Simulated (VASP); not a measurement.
# Ni (Fm-3m) in VASP: further runs

The runs below take Ni through single point, with PBE.

Everything below comes from runs of VASP 6.6.1. Logs are shortened: lines on timing, memory, paths and dates and some standing lists are left out, and cuts for length are marked.

### 1 The undisturbed crystal

The structure is cubic, space group Fm-3m (No. 225). Conventional cell: a = 3.524 Å, b = 3.524 Å, c = 3.524 Å, α = 90.00°, β = 90.00°, γ = 90.00°. Around Ni (site symmetry m-3m) lie 12 Ni at 2.49 Å.

### 2 Single point, PBE, collinear spin, ferromagnetic start (a relaxed cell with its volume scaled by 1.03)

INCAR reads:

```
ALGO = Normal ; EDIFF = 1E-7
ENCUT = 520 ; GGA = PE
ISIF = 2 ; ISMEAR = 0
ISPIN = 2 ; LASPH = True
LCHARG = False ; LMAXMIX = 4
LORBIT = 11 ; LREAL = False
LWAVE = False ; MAGMOM = 0.8
NBANDS = 15 ; NELM = 150
PREC = Accurate ; SIGMA = 0.1
```

KPOINTS reads:

```
k-points
0
Gamma
  8 8 8
```

POSCAR reads:

```
Ni                                      
1.0
    0.0000000000      1.7773462325      1.7773462325
    1.7773462325      0.0000000000      1.7773462325
    1.7773462325      1.7773462325      0.0000000000
  Ni            
     1
Direct
     0.0000000000000000    0.0000000000000000    0.0000000000000000
```

Potentials or basis: VASP PAW PBE potentials, release 64 (Ni).

Run with:

```sh
> cat potpaw_PBE.64/Ni/POTCAR > POTCAR
> mpirun -np 1 vasp_std > vasp.out
```

OUTCAR:

```text
EDIFF = 1E-7
   ENCUT = 520
   GGA = PE
   ISIF = 2
   ISMEAR = 0
   ISPIN = 2
   LASPH = True
   LORBIT = 11
   LREAL = False
   NELM = 150
   PREC = Accurate

 ion  position               nearest neighbor table
   1  0.000  0.000  0.000-

  LATTYP: Found a face centered cubic cell.
 ALAT       =     3.5546924650

  Lattice vectors:

 A1 = (   0.0000000000,   1.7773462325,   1.7773462325)
 A2 = (   1.7773462325,   0.0000000000,   1.7773462325)
 A3 = (   1.7773462325,   1.7773462325,   0.0000000000)

Analysis of symmetry for initial positions (statically):
=====================================================================
 Subroutine PRICEL returns:
 Original cell was already a primitive cell.

 Routine SETGRP: Setting up the symmetry group for a
 face centered cubic supercell.

 Subroutine GETGRP returns: Found 48 space group operations
 (whereof 48 operations were pure point group operations)
 out of a pool of 48 trial point group operations.

The static configuration has the point symmetry O_h .

Analysis of symmetry for dynamics (positions and initial velocities):
=====================================================================
 Subroutine PRICEL returns:
 Original cell was already a primitive cell.

 Routine SETGRP: Setting up the symmetry group for a
 face centered cubic supercell.

 Subroutine GETGRP returns: Found 48 space group operations
 (whereof 48 operations were pure point group operations)
 out of a pool of 48 trial point group operations.

The dynamic configuration has the point symmetry O_h .

Analysis of structural, dynamic, and magnetic symmetry:
=====================================================================
 Subroutine PRICEL returns:
 Original cell was already a primitive cell.

 Routine SETGRP: Setting up the symmetry group for a
 face centered cubic supercell.

 Subroutine GETGRP returns: Found 48 space group operations
 (whereof 48 operations were pure point group operations)
 out of a pool of 48 trial point group operations.

The overall configuration has the point symmetry O_h .

 Subroutine INISYM returns: Found 48 space group operations
 (whereof 48 operations are pure point group operations),
 and found     1 'primitive' translations

----------------------------------------------------------------------------------------

                                     Primitive cell

  volume of cell :      11.2291

  direct lattice vectors                    reciprocal lattice vectors
     0.000000000  1.777346233  1.777346233    -0.281318288  0.281318288  0.281318288
     1.777346233  0.000000000  1.777346233     0.281318288 -0.281318288  0.281318288
[... 125 lines left out ...]
  ext. energy  EPLUGINS =         0.00000000
  ---------------------------------------------------
  free energy    TOTEN  =        -5.46864694 eV

  energy without entropy =       -5.45845191  energy(sigma->0) =       -5.46354943

 E-fermi :   8.9333     XC(G=0): -13.0733

 val. band max:        8.8956715841   @ k =   0.3750   0.3750   0.0000
 cond. band min:       8.9375126897   @ k =   0.5000   0.3750   0.1250
 fundamental gap:      0.0418411056
 Fermi energy:         8.9332746724

 spin component 1

 k-point     1 :       0.0000    0.0000    0.0000
  band No.  band energies     occupation
      1       0.1361      1.00000
      2       6.5205      1.00000
      3       6.5205      1.00000
      4       6.5205      1.00000
      5       7.6457      1.00000
      6       7.6457      1.00000
      7      32.3866      0.00000
      8      35.9967      0.00000
      9      35.9967      0.00000
     10      35.9967      0.00000
     11      38.8273      0.00000
     12      38.8273      0.00000
     13      38.8273      0.00000
     14      41.8855      0.00000
[... 403 lines left out ...]
      4       7.1394      1.00000
      5       8.1755      1.00000
      6      12.1857      0.00000
      7      14.7747      0.00000
      8      24.6077      0.00000
      9      25.3873      0.00000
     10      34.1729      0.00000
     11      38.2212      0.00000
     12      45.5242      0.00000
     13      47.7712      0.00000
     14      48.4535      0.00000
     15      49.9662      0.00000

 [... further k-points ...]

 spin component 2

 k-point     1 :       0.0000    0.0000    0.0000
  band No.  band energies     occupation
      1       0.1140      1.00000
      2       7.3461      1.00000
      3       7.3461      1.00000
      4       7.3461      1.00000
      5       8.3011      1.00000
      6       8.3011      1.00000
      7      32.2273      0.00000
      8      35.9961      0.00000
      9      35.9961      0.00000
     10      35.9961      0.00000
     11      38.9508      0.00000
     12      38.9508      0.00000
     13      38.9508      0.00000
     14      41.7595      0.00000
[... 403 lines left out ...]
      4       7.8178      1.00000
      5       9.0340      0.07725
      6      12.4687      0.00000
      7      15.1502      0.00000
      8      24.6922      0.00000
      9      25.5130      0.00000
     10      34.1865      0.00000
     11      38.2724      0.00000
     12      45.4968      0.00000
     13      47.8473      0.00000
     14      48.5657      0.00000
     15      50.2148      0.00000

 [... further k-points ...]

------------------------ aborting loop because EDIFF is reached ----------------------------------------

  FORCE on cell =-STRESS in cart. coord.  units (eV):
  Direction    XX          YY          ZZ          XY          YZ          ZX
  --------------------------------------------------------------------------------------
  -------------------------------------------------------------------------------------
  Total       -0.3780780     -0.3780780     -0.3780780      0.0000000     -0.0000000      0.0000000
  in kB      -53.9443369    -53.9443369    -53.9443369      0.0000000     -0.0000000      0.0000000
  external PRESSURE =     -53.9443369 kB  Pullay stress =       0.0000000 kB

 VOLUME and BASIS-vectors are now :
 -----------------------------------------------------------------------------
  energy-cutoff  :      520.00
  volume of cell :       11.23
      direct lattice vectors                 reciprocal lattice vectors
     0.000000000  1.777346233  1.777346233    -0.281318288  0.281318288  0.281318288
     1.777346233  0.000000000  1.777346233     0.281318288 -0.281318288  0.281318288
     1.777346233  1.777346233  0.000000000     0.281318288  0.281318288 -0.281318288

 POSITION                                       TOTAL-FORCE (eV/Angst)
 -----------------------------------------------------------------------------------
      0.00000      0.00000      0.00000         0.000000      0.000000      0.000000
 -----------------------------------------------------------------------------------
    total drift:                                0.000000      0.000000      0.000000

  FREE ENERGIE OF THE ION-ELECTRON SYSTEM (eV)
  ---------------------------------------------------
  free  energy   TOTEN  =        -5.4686469433 eV

  energy  without entropy=       -5.4584519106  energy(sigma->0) =       -5.46354943

 total charge

# of ion       s       p       d       tot
------------------------------------------
    1        0.485   0.475   8.293   9.253

 magnetization (x)

# of ion       s       p       d       tot
------------------------------------------
    1       -0.004  -0.022   0.739   0.712
```

stdout:

```text
POSCAR found type information on POSCAR Ni
 POSCAR found :  1 types and       1 ions
 scaLAPACK will be used
 LDA part: xc-table for (Slater+PW92), standard interpolation
 POSCAR, INCAR and KPOINTS ok, starting setup
 FFT: planning ... GRIDC
 FFT: planning ... GRID_SOFT
 FFT: planning ... GRID
 WAVECAR not read
 entering main loop
```

It took 13 s on 1 thread of Intel Xeon Platinum 8259CL at 2.50GHz (Skylake/Cascade Lake), shared host; peak memory 0.13 GiB.

What came out:

- Free energy: -5.4686 eV
- Pressure: -5.4 GPa
- Band gap on the k mesh: none (metal or under the smearing width)
- Net moment: 0.70 μB per cell
- Site moments: Ni +0.71 μB
- Valence electrons inside the program's atomic spheres: Ni 9.25

Caveat: the k mesh is coarse (spacing up to 0.38 Å⁻¹), so the values aren't converged.

### 3 Single point, PBE, collinear spin, ferromagnetic start (a relaxed cell with its volume scaled by 0.94)

INCAR is that of step 2.

KPOINTS is that of step 2.

POSCAR reads:

```
Ni                                      
1.0
    0.0000000000      1.7239933286      1.7239933286
    1.7239933286      0.0000000000      1.7239933286
    1.7239933286      1.7239933286      0.0000000000
  Ni            
     1
Direct
     0.0000000000000000    0.0000000000000000    0.0000000000000000
```

Potentials or basis: VASP PAW PBE potentials, release 64 (Ni).

Run with:

```sh
> cat potpaw_PBE.64/Ni/POTCAR > POTCAR
> mpirun -np 1 vasp_std > vasp.out
```

Wall time 11 s (1 thread of Intel Xeon Platinum 8259CL at 2.50GHz (Skylake/Cascade Lake), shared host); peak memory 0.13 GiB.

The run converged. Its results:

```yaml
Free_energy: -5.4470 eV
Pressure: 14.2 GPa
Band_gap_on_the_k_mesh: none (metal or under the smearing width)
Net_moment: 0.70 μB per cell
Site_moments: Ni +0.70 μB
Valence_electrons_inside_the_program's_atomic_spheres: Ni 9.42
```

Levels at points of the mesh, in eV from the Fermi level:
Spin up:
```csv
k point,band 2,band 3,band 4,band 5,band 6,band 7,band 8,band 9
"(0.00, 0.00, 0.00)",-2.64,-2.64,-2.64,-1.37,-1.37,24.24,28.56,28.56
"(0.50, 0.00, 0.00)",-2.63,-2.63,-0.65,-0.65,-0.40,6.07,22.70,25.73
"(0.50, 0.50, 0.00)",-4.56,-0.60,-0.50,-0.50,2.48,9.74,15.39,15.39
```
Spin down:
```
           k point  band 3  band 4  band 5  band 6  band 7  band 8
(0.00, 0.00, 0.00)   -1.82   -1.82   -0.71   -0.71   24.10   28.56
(0.50, 0.00, 0.00)   -1.95   -0.44    0.19    0.19    6.55   22.58
(0.50, 0.50, 0.00)    0.10    0.44    0.44    2.47   10.04   15.43
```

Caveat: the k mesh is coarse (spacing up to 0.39 Å⁻¹), so the values aren't converged.

### 4 Single point, PBE, collinear spin, ferromagnetic start (a relaxed cell with its volume scaled by 1.06)

INCAR is that of step 3.

KPOINTS is that of step 3.

POSCAR reads:

```
Ni                                      
1.0
    0.0000000000      1.7944371485      1.7944371485
    1.7944371485      0.0000000000      1.7944371485
    1.7944371485      1.7944371485      0.0000000000
  Ni            
     1
Direct
     0.0000000000000000    0.0000000000000000    0.0000000000000000
```

Potentials or basis: VASP PAW PBE potentials, release 64 (Ni).

Run with:

```sh
> cat potpaw_PBE.64/Ni/POTCAR > POTCAR
> mpirun -np 1 vasp_std > vasp.out
```

OUTCAR:

```text
EDIFF = 1E-7
   ENCUT = 520
   GGA = PE
   ISIF = 2
   ISMEAR = 0
   ISPIN = 2
   LASPH = True
   LORBIT = 11
   LREAL = False
   NELM = 150
   PREC = Accurate

 ion  position               nearest neighbor table
   1  0.000  0.000  0.000-

  LATTYP: Found a face centered cubic cell.
 ALAT       =     3.5888742970

  Lattice vectors:

 A1 = (   0.0000000000,   1.7944371485,   1.7944371485)
 A2 = (   1.7944371485,   0.0000000000,   1.7944371485)
 A3 = (   1.7944371485,   1.7944371485,   0.0000000000)

Analysis of symmetry for initial positions (statically):
=====================================================================
 Subroutine PRICEL returns:
 Original cell was already a primitive cell.

 Routine SETGRP: Setting up the symmetry group for a
 face centered cubic supercell.

 Subroutine GETGRP returns: Found 48 space group operations
 (whereof 48 operations were pure point group operations)
 out of a pool of 48 trial point group operations.

The static configuration has the point symmetry O_h .

Analysis of symmetry for dynamics (positions and initial velocities):
=====================================================================
 Subroutine PRICEL returns:
 Original cell was already a primitive cell.

 Routine SETGRP: Setting up the symmetry group for a
 face centered cubic supercell.

 Subroutine GETGRP returns: Found 48 space group operations
 (whereof 48 operations were pure point group operations)
 out of a pool of 48 trial point group operations.

The dynamic configuration has the point symmetry O_h .

Analysis of structural, dynamic, and magnetic symmetry:
=====================================================================
 Subroutine PRICEL returns:
 Original cell was already a primitive cell.

 Routine SETGRP: Setting up the symmetry group for a
 face centered cubic supercell.

 Subroutine GETGRP returns: Found 48 space group operations
 (whereof 48 operations were pure point group operations)
 out of a pool of 48 trial point group operations.

[... 162 lines left out ...]
      3       6.2015      1.00000
      4       6.2015      1.00000
      5       7.2854      1.00000
      6       7.2854      1.00000
      7      31.7549      0.00000
      8      35.1437      0.00000
      9      35.1437      0.00000
     10      35.1437      0.00000
     11      37.8989      0.00000
     12      37.8989      0.00000
     13      37.8989      0.00000
     14      41.0107      0.00000
[... 403 lines left out ...]
      4       6.8005      1.00000
      5       7.7874      1.00000
      6      11.7352      0.00000
      7      14.2038      0.00000
      8      23.9544      0.00000
      9      24.6374      0.00000
     10      33.3650      0.00000
     11      37.3242      0.00000
     12      44.5665      0.00000
     13      46.6658      0.00000
     14      47.3228      0.00000
     15      48.8959      0.00000

 [... further k-points ...]

 spin component 2

 k-point     1 :       0.0000    0.0000    0.0000
  band No.  band energies     occupation
      1      -0.0818      1.00000
      2       7.0297      1.00000
      3       7.0297      1.00000
      4       7.0297      1.00000
      5       7.9382      1.00000
      6       7.9382      1.00000
      7      31.5883      0.00000
      8      35.1437      0.00000
      9      35.1437      0.00000
     10      35.1437      0.00000
     11      38.0165      0.00000
     12      38.0165      0.00000
     13      38.0165      0.00000
     14      40.8800      0.00000
[... 403 lines left out ...]
      4       7.4785      1.00000
      5       8.6457      0.08627
      6      12.0088      0.00000
      7      14.5742      0.00000
      8      24.0325      0.00000
      9      24.7589      0.00000
     10      33.3744      0.00000
     11      37.3703      0.00000
     12      44.5329      0.00000
     13      46.7364      0.00000
     14      47.4200      0.00000
     15      49.1032      0.00000

 [... further k-points ...]

------------------------ aborting loop because EDIFF is reached ----------------------------------------

  FORCE on cell =-STRESS in cart. coord.  units (eV):
  Direction    XX          YY          ZZ          XY          YZ          ZX
  --------------------------------------------------------------------------------------
  -------------------------------------------------------------------------------------
  Total       -0.7157073     -0.7157073     -0.7157073      0.0000000      0.0000000      0.0000000
  in kB      -99.2273302    -99.2273302    -99.2273302      0.0000000      0.0000000      0.0000000
  external PRESSURE =     -99.2273302 kB  Pullay stress =       0.0000000 kB

 VOLUME and BASIS-vectors are now :
 -----------------------------------------------------------------------------
  energy-cutoff  :      520.00
  volume of cell :       11.56
      direct lattice vectors                 reciprocal lattice vectors
     0.000000000  1.794437148  1.794437148    -0.278638904  0.278638904  0.278638904
     1.794437148  0.000000000  1.794437148     0.278638904 -0.278638904  0.278638904
     1.794437148  1.794437148  0.000000000     0.278638904  0.278638904 -0.278638904

 POSITION                                       TOTAL-FORCE (eV/Angst)
 -----------------------------------------------------------------------------------
      0.00000      0.00000      0.00000        -0.000000      0.000000      0.000000
 -----------------------------------------------------------------------------------
    total drift:                                0.000000      0.000000      0.000000

  FREE ENERGIE OF THE ION-ELECTRON SYSTEM (eV)
  ---------------------------------------------------
  free  energy   TOTEN  =        -5.4528483756 eV

  energy  without entropy=       -5.4422915209  energy(sigma->0) =       -5.44756995

 total charge

# of ion       s       p       d       tot
------------------------------------------
    1        0.474   0.451   8.282   9.207

 magnetization (x)

# of ion       s       p       d       tot
------------------------------------------
    1       -0.004  -0.022   0.742   0.715
```

stdout:

```text
POSCAR found type information on POSCAR Ni
 POSCAR found :  1 types and       1 ions
 scaLAPACK will be used
 LDA part: xc-table for (Slater+PW92), standard interpolation
 POSCAR, INCAR and KPOINTS ok, starting setup
 FFT: planning ... GRIDC
 FFT: planning ... GRID_SOFT
 FFT: planning ... GRID
 WAVECAR not read
 entering main loop
```

Wall time 13 s (1 thread of Intel Xeon Platinum 8259CL at 2.50GHz (Skylake/Cascade Lake), shared host); peak memory 0.13 GiB.

What came out:

- Free energy: -5.4528 eV
- Pressure: -9.9 GPa
- Band gap on the k mesh: none (metal or under the smearing width)
- Net moment: 0.70 μB per cell
- Site moments: Ni +0.71 μB
- Valence electrons inside the program's atomic spheres: Ni 9.21

Caveat: the k mesh is coarse (spacing up to 0.38 Å⁻¹), so the values aren't converged.

[end of part 1 of 2]
